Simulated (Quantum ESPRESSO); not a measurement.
# Pb (Fm-3m) in Quantum ESPRESSO: notebook

Runs on Pb. Level: BP86. Tasks: single point, equation of state.

Program: Quantum ESPRESSO 7.5. These are calculated values, not measurements. Logs are shortened: lines on timing, memory, paths and dates and some standing lists are left out, and cuts for length are marked.

## (1) The structure

The structure is cubic, space group Fm-3m (No. 225). The conventional cell has a = 4.950 Å, b = 4.950 Å, c = 4.950 Å, α = 90.00°, β = 90.00°, γ = 90.00°. Pb (site symmetry m-3m) has 12 Pb at 3.50 Å as nearest neighbours.

## (2) Single point, BP86, 28.50 Å³/atom

File pw.in:

```
&CONTROL
  calculation = 'scf'
  prefix = 'pwscf'
  outdir = './tmp'
  pseudo_dir = './pseudo'
  tprnfor = .true.
  tstress = .true.
  disk_io = 'nowf'
/
&SYSTEM
  ibrav = 0
  nat = 1
  ntyp = 1
  ecutwfc = 56
  nbnd = 13
  input_dft = 'bp'
  occupations = 'smearing'
  smearing = 'fd'
  degauss = 0.00367493
/
&ELECTRONS
  conv_thr = 2d-10
  electron_maxstep = 120
  mixing_beta = 0.5
/
ATOMIC_SPECIES
Pb   207.2000 Pb.upf
CELL_PARAMETERS angstrom
   0.0000000000    2.4244952108    2.4244952108
   2.4244952108    0.0000000000    2.4244952108
   2.4244952108    2.4244952108    0.0000000000
ATOMIC_POSITIONS crystal
Pb     0.0000000000    0.0000000000    0.0000000000
K_POINTS automatic
9 9 9 0 0 0
```

Potentials or basis: PseudoDojo 0.4.1 SR PBE standard.

The run is started by

```sh
$ OMP_NUM_THREADS=1 pw.x -in pw.in > pw.out
```

pw.out:

```text
This program is part of the open-source Quantum ESPRESSO suite
     for quantum simulation of materials; please cite
         "P. Giannozzi et al., J. Phys.:Condens. Matter 21 395502 (2009);
         "P. Giannozzi et al., J. Phys.:Condens. Matter 29 465901 (2017);
         "P. Giannozzi et al., J. Chem. Phys. 152 154105 (2020);
     in publications or presentations arising from this work. More details at

     IMPORTANT: XC functional enforced from input :
     Exchange-correlation= BP
                           (   1   1   1   1   0   0   0)
     Any further DFT definition will be discarded
     Please, verify this is what you really want

     Message from routine setup:
     using ibrav=0 with symmetry is DISCOURAGED, use correct ibrav instead

     G-vector sticks info
     --------------------
     sticks:   dense  smooth     PW     G-vecs:    dense   smooth      PW
     Sum         649     649    199                10969    10969    1917

     Using Slab Decomposition

     bravais-lattice index     =            0
     lattice parameter (alat)  =       6.4794  a.u.
     unit-cell volume          =     192.3493 (a.u.)^3
     number of atoms/cell      =            1
     number of atomic types    =            1
     number of electrons       =        14.00
     number of Kohn-Sham states=           13
     kinetic-energy cutoff     =      56.0000  Ry
     charge density cutoff     =     224.0000  Ry
     scf convergence threshold =      2.0E-10
     mixing beta               =       0.5000
     number of iterations used =            8  plain     mixing
     Exchange-correlation= BP
                           (   1   1   1   1   0   0   0)

     celldm(1)=   6.479406  celldm(2)=   0.000000  celldm(3)=   0.000000
     celldm(4)=   0.000000  celldm(5)=   0.000000  celldm(6)=   0.000000

     crystal axes: (cart. coord. in units of alat)
               a(1) = (   0.000000   0.707107   0.707107 )
               a(2) = (   0.707107   0.000000   0.707107 )
               a(3) = (   0.707107   0.707107   0.000000 )

     reciprocal axes: (cart. coord. in units 2 pi/alat)
               b(1) = ( -0.707107  0.707107  0.707107 )
               b(2) = (  0.707107 -0.707107  0.707107 )
               b(3) = (  0.707107  0.707107 -0.707107 )

     PseudoPot. # 1 for Pb read from file:
     Pb.upf
     Pseudo is Norm-conserving + core correction, Zval = 14.0
     Generated using ONCVPSP code by D. R. Hamann
     Using radial grid of 1678 points,  6 beta functions with:
                l(1) =   0
                l(2) =   0
                l(3) =   1
                l(4) =   1
                l(5) =   2
                l(6) =   2

     atomic species   valence    mass     pseudopotential
     Pb               14.00   207.20000     Pb( 1.00)

     48 Sym. Ops., with inversion, found

   Cartesian axes

     site n.     atom                  positions (alat units)
         1        Pb     tau(   1) = (   0.0000000   0.0000000   0.0000000  )

     number of k points=    35  Fermi-Dirac smearing, width (Ry)=  0.0037
                       cart. coord. in units 2pi/alat
        k(    1) = (   0.0000000   0.0000000   0.0000000), wk =   0.0027435
        k(    2) = (   0.0785674   0.0785674  -0.0785674), wk =   0.0219479
        k(    3) = (   0.1571348   0.1571348  -0.1571348), wk =   0.0219479
        k(    4) = (   0.2357023   0.2357023  -0.2357023), wk =   0.0219479
        k(    5) = (   0.3142697   0.3142697  -0.3142697), wk =   0.0219479
        k(    6) = (   0.1571348   0.0000000  -0.0000000), wk =   0.0164609
[... 27 lines left out ...]
        k(   34) = (  -0.0000000  -0.4714045   0.6285394), wk =   0.0658436
        k(   35) = (  -0.0785674  -0.3928371   0.7071068), wk =   0.0658436

     Dense  grid:    10969 G-vectors     FFT dimensions: (  32,  32,  32)

     Initial potential from superposition of free atoms

     starting charge      13.9979, renormalised to      14.0000
     Starting wfcs are    9 randomized atomic wfcs +    4 random wfcs

     Self-consistent Calculation

     iteration #  1     ecut=    56.00 Ry     beta= 0.50
     Davidson diagonalization with overlap
     ethr =  1.00E-02,  avg # of iterations =  4.8

     Threshold (ethr) on eigenvalues was too large:
     Diagonalizing with lowered threshold

     Davidson diagonalization with overlap
     ethr =  1.88E-05,  avg # of iterations =  7.6

     total energy              =    -140.95602075 Ry
     estimated scf accuracy    <       0.00280660 Ry

     iteration #  2     ecut=    56.00 Ry     beta= 0.50
     Davidson diagonalization with overlap
     ethr =  2.00E-05,  avg # of iterations =  2.0

     total energy              =    -140.95644182 Ry
     estimated scf accuracy    <       0.00011088 Ry

     iteration #  3     ecut=    56.00 Ry     beta= 0.50
     Davidson diagonalization with overlap
     ethr =  7.92E-07,  avg # of iterations =  3.8

     total energy              =    -140.95646163 Ry
     estimated scf accuracy    <       0.00001378 Ry
[... 19 lines left out ...]
     total energy              =    -140.95646235 Ry
     estimated scf accuracy    <          4.3E-09 Ry

     iteration #  7     ecut=    56.00 Ry     beta= 0.50
     Davidson diagonalization with overlap
     ethr =  3.04E-11,  avg # of iterations =  1.0

     total energy              =    -140.95646235 Ry
     estimated scf accuracy    <          2.8E-10 Ry

     iteration #  8     ecut=    56.00 Ry     beta= 0.50
     Davidson diagonalization with overlap
     ethr =  1.98E-12,  avg # of iterations =  2.0

     End of self-consistent calculation

          k = 0.0000 0.0000 0.0000 (  1363 PWs)   bands (ev):

    -4.8475  -4.8475  -4.8475  -4.6783  -4.6783   0.0875  20.1449  20.1449
    20.1449  22.5925  24.6023  25.3177  25.3177

          k = 0.0786 0.0786-0.0786 (  1372 PWs)   bands (ev):

    -4.8489  -4.8279  -4.8279  -4.6786  -4.6786   0.3401  17.6834  19.8399
    19.8399  22.1889  25.4485  25.8689  25.8690

          k = 0.1571 0.1571-0.1571 (  1369 PWs)   bands (ev):

    -4.8576  -4.8045  -4.8045  -4.6520  -4.6520   1.0997  14.0343  19.1990
    19.1990  21.8636  24.8330  25.5100  25.5100

          k = 0.2357 0.2357-0.2357 (  1362 PWs)   bands (ev):

    -4.8750  -4.8161  -4.8161  -4.5817  -4.5817   2.3308  10.7306  18.5901
    18.5901  21.7744  23.4915  24.5310  24.5310
[... 123 lines left out ...]
    -4.9452  -4.8431  -4.6674  -4.5778  -4.5443   3.3684  11.7772  14.0579
    15.2868  20.6278  21.4485  27.2612  31.2794

          k =-0.1571-0.4714 0.6285 (  1365 PWs)   bands (ev):

    -4.9102  -4.8290  -4.6832  -4.5902  -4.5180   4.6048  10.1468  12.7726
    14.5771  20.9384  23.7470  26.1279  30.6117

          k =-0.0786-0.3928 0.5500 (  1363 PWs)   bands (ev):

    -4.8805  -4.7763  -4.6941  -4.6462  -4.5262   5.0914   9.6296  11.9200
    14.8714  21.3302  25.2469  27.0453  27.7291

          k = 0.0000-0.3143 0.4714 (  1356 PWs)   bands (ev):

    -4.8468  -4.8117  -4.7145  -4.6022  -4.5820   4.1458  10.7240  12.1367
    15.8515  21.9520  24.7216  25.1893  29.6484

          k =-0.0786-0.5500 0.7071 (  1364 PWs)   bands (ev):

    -4.9811  -4.8985  -4.5875  -4.5383  -4.4899   5.2022   9.7033  13.2769
    13.6363  20.0005  21.0002  29.1184  31.4279

          k =-0.0000-0.4714 0.6285 (  1365 PWs)   bands (ev):

    -4.9272  -4.8421  -4.6346  -4.5996  -4.4915   5.6092   9.8394  11.4478
    13.8773  20.7108  23.5489  28.0114  28.4806

          k =-0.0786-0.3928 0.7071 (  1366 PWs)   bands (ev):

    -4.8423  -4.8252  -4.7282  -4.6167  -4.4907   5.4680  10.3759  11.3572
    13.1148  23.1429  24.2394  25.3181  27.4361

     the Fermi energy is    12.1383 ev

!    total energy              =    -140.95646235 Ry
     estimated scf accuracy    <          1.4E-11 Ry
     smearing contrib. (-TS)   =      -0.00023618 Ry
     internal energy E=F+TS    =    -140.95622617 Ry

     The total energy is F=E-TS. E is the sum of the following terms:
     one-electron contribution =     -26.81707811 Ry
     hartree contribution      =      24.13929548 Ry
     xc contribution           =     -40.20935164 Ry
     ewald contribution        =     -98.06909190 Ry

     convergence has been achieved in   8 iterations

     Forces acting on atoms (cartesian axes, Ry/au):

     atom    1 type  1   force =     0.00000000    0.00000000    0.00000000

     Total force =     0.000000     Total SCF correction =     0.000000

     Computing stress (Cartesian axis) and pressure

          total   stress  (Ry/bohr**3)                   (kbar)     P=       63.78
   0.00043359  -0.00000000  -0.00000000           63.78       -0.00       -0.00
  -0.00000000   0.00043359   0.00000000           -0.00       63.78        0.00
   0.00000000  -0.00000000   0.00043359            0.00       -0.00       63.78

=------------------------------------------------------------------------------=
   JOB DONE.
=------------------------------------------------------------------------------=
```

Run time: 6.1 s. Hardware: 1 thread of AMD EPYC 7B13 (Zen 3), shared host; peak memory 0.05 GiB.

Results:

| Property | Result |
| --- | --- |
| Free energy | -1917.8104 eV |
| Pressure | 6.4 GPa |
| Band gap on the k mesh | none (metal or under the smearing width) |

Caveat: the potentials were made for another functional, which shifts forces and pressure.

## (3) Single point, BP86, 29.11 Å³/atom

Edit pw.in of step 2 so:

```diff
@@ -28,5 +28,5 @@
 CELL_PARAMETERS angstrom
-   0.0000000000    2.4244952108    2.4244952108
-   2.4244952108    0.0000000000    2.4244952108
-   2.4244952108    2.4244952108    0.0000000000
+   0.0000000000    2.4415696833    2.4415696833
+   2.4415696833    0.0000000000    2.4415696833
+   2.4415696833    2.4415696833    0.0000000000
 ATOMIC_POSITIONS crystal
```

Potentials or basis: PseudoDojo 0.4.1 SR PBE standard.

The run is started by

```sh
$ OMP_NUM_THREADS=1 pw.x -in pw.in > pw.out
```

Wall time 5.9 s (1 thread of AMD EPYC 7B13 (Zen 3), shared host); peak memory 0.05 GiB.

It converged, with:

| Property | Result |
| --- | --- |
| Free energy | -1917.8318 eV |
| Pressure | 5.0 GPa |
| Band gap on the k mesh | none (metal or under the smearing width) |

Caveat: the potentials were made for another functional, which shifts forces and pressure.

## (4) Single point, BP86, 29.72 Å³/atom

Edit pw.in of step 3 so:

```diff
@@ -28,5 +28,5 @@
 CELL_PARAMETERS angstrom
-   0.0000000000    2.4415696833    2.4415696833
-   2.4415696833    0.0000000000    2.4415696833
-   2.4415696833    2.4415696833    0.0000000000
+   0.0000000000    2.4584086270    2.4584086270
+   2.4584086270    0.0000000000    2.4584086270
+   2.4584086270    2.4584086270    0.0000000000
 ATOMIC_POSITIONS crystal
```

The run is started by

```sh
$ OMP_NUM_THREADS=1 pw.x -in pw.in > pw.out
```

Wall time 5.9 s (1 thread of AMD EPYC 7B13 (Zen 3), shared host); peak memory 0.05 GiB.

The run converged. Its results:

- Free energy: -1917.8484 eV
- Pressure: 3.7 GPa
- Band gap on the k mesh: none (metal or under the smearing width)

Caveat: the potentials were made for another functional, which shifts forces and pressure.

## (5) Single point, BP86, 30.32 Å³/atom

Edit pw.in of step 4 so:

```diff
@@ -28,5 +28,5 @@
 CELL_PARAMETERS angstrom
-   0.0000000000    2.4584086270    2.4584086270
-   2.4584086270    0.0000000000    2.4584086270
-   2.4584086270    2.4584086270    0.0000000000
+   0.0000000000    2.4750200000    2.4750200000
+   2.4750200000    0.0000000000    2.4750200000
+   2.4750200000    2.4750200000    0.0000000000
 ATOMIC_POSITIONS crystal
```

The run is started by

```sh
$ OMP_NUM_THREADS=1 pw.x -in pw.in > pw.out
```

It took 6.1 s on 1 thread of AMD EPYC 7B13 (Zen 3), shared host; peak memory 0.05 GiB.

The run converged. Its results:

```yaml
Free_energy: -1917.8603 eV
Pressure: 2.6 GPa
Band_gap_on_the_k_mesh: none (metal or under the smearing width)
```

Caveat: the potentials were made for another functional, which shifts forces and pressure.

## (6) Single point, BP86, 30.93 Å³/atom

Edit pw.in of step 5 so:

```diff
@@ -28,5 +28,5 @@
 CELL_PARAMETERS angstrom
-   0.0000000000    2.4750200000    2.4750200000
-   2.4750200000    0.0000000000    2.4750200000
-   2.4750200000    2.4750200000    0.0000000000
+   0.0000000000    2.4914113386    2.4914113386
+   2.4914113386    0.0000000000    2.4914113386
+   2.4914113386    2.4914113386    0.0000000000
 ATOMIC_POSITIONS crystal
```

Potentials or basis: PseudoDojo 0.4.1 SR PBE standard.

The run is started by

```sh
$ OMP_NUM_THREADS=1 pw.x -in pw.in > pw.out
```

It took 5.8 s on 1 thread of AMD EPYC 7B13 (Zen 3), shared host; peak memory 0.05 GiB.

Results (log left out):

| Item | Value |
| --- | --- |
| Free energy | -1917.8683 eV |
| Pressure | 1.6 GPa |
| Band gap on the k mesh | none (metal or under the smearing width) |

Caveat: the potentials were made for another functional, which shifts forces and pressure.

## (7) Single point, BP86, 31.54 Å³/atom

Edit pw.in of step 6 so:

```diff
@@ -28,5 +28,5 @@
 CELL_PARAMETERS angstrom
-   0.0000000000    2.4914113386    2.4914113386
-   2.4914113386    0.0000000000    2.4914113386
-   2.4914113386    2.4914113386    0.0000000000
+   0.0000000000    2.5075897876    2.5075897876
+   2.5075897876    0.0000000000    2.5075897876
+   2.5075897876    2.5075897876    0.0000000000
 ATOMIC_POSITIONS crystal
```

The run is started by

```sh
$ OMP_NUM_THREADS=1 pw.x -in pw.in > pw.out
```

Run time: 5.8 s. Hardware: 1 thread of AMD EPYC 7B13 (Zen 3), shared host; peak memory 0.05 GiB.

The run converged. Its results:

```
Free energy            : -1917.8728 eV
Pressure               : 0.7 GPa
Band gap on the k mesh : none (metal or under the smearing width)
```

Caveat: the potentials were made for another functional, which shifts forces and pressure.

## (8) Single point, BP86, 32.14 Å³/atom

Edit pw.in of step 7 so:

```diff
@@ -28,5 +28,5 @@
 CELL_PARAMETERS angstrom
-   0.0000000000    2.5075897876    2.5075897876
-   2.5075897876    0.0000000000    2.5075897876
-   2.5075897876    2.5075897876    0.0000000000
+   0.0000000000    2.5235621278    2.5235621278
+   2.5235621278    0.0000000000    2.5235621278
+   2.5235621278    2.5235621278    0.0000000000
 ATOMIC_POSITIONS crystal
```

The run is started by

```sh
$ OMP_NUM_THREADS=1 pw.x -in pw.in > pw.out
```

Run time: 6.5 s. Hardware: 1 thread of AMD EPYC 7B13 (Zen 3), shared host; peak memory 0.05 GiB.

It converged, with:

```
Free energy            : -1917.8744 eV
Pressure               : 0.0 GPa
Band gap on the k mesh : none (metal or under the smearing width)
```

Caveat: the potentials were made for another functional, which shifts forces and pressure.

## (9) Equation of state, BP86

Potentials or basis: PseudoDojo 0.4.1 SR PBE standard.

This step only gathers the single runs of the series.

What came out:

* Equilibrium volume: 32.16 Å³/atom (rough: see the caveat)
* Bulk modulus: 38 GPa (rough)

Energy against volume, from the lowest point:
| volume (Å³/atom) | energy (meV/atom) |
| --- | --- |
| 28.503 | 63.98 |
| 29.110 | 42.54 |
| 29.716 | 25.99 |
| 30.323 | 14.01 |
| 30.929 | 6.06 |
| 31.535 | 1.51 |
| 32.142 | 0.00 |

Caveat: the potentials were made for another functional, which shifts forces and pressure; the minimum lies outside the volumes run. Spin-orbit coupling is left out, which matters for the levels of Pb.
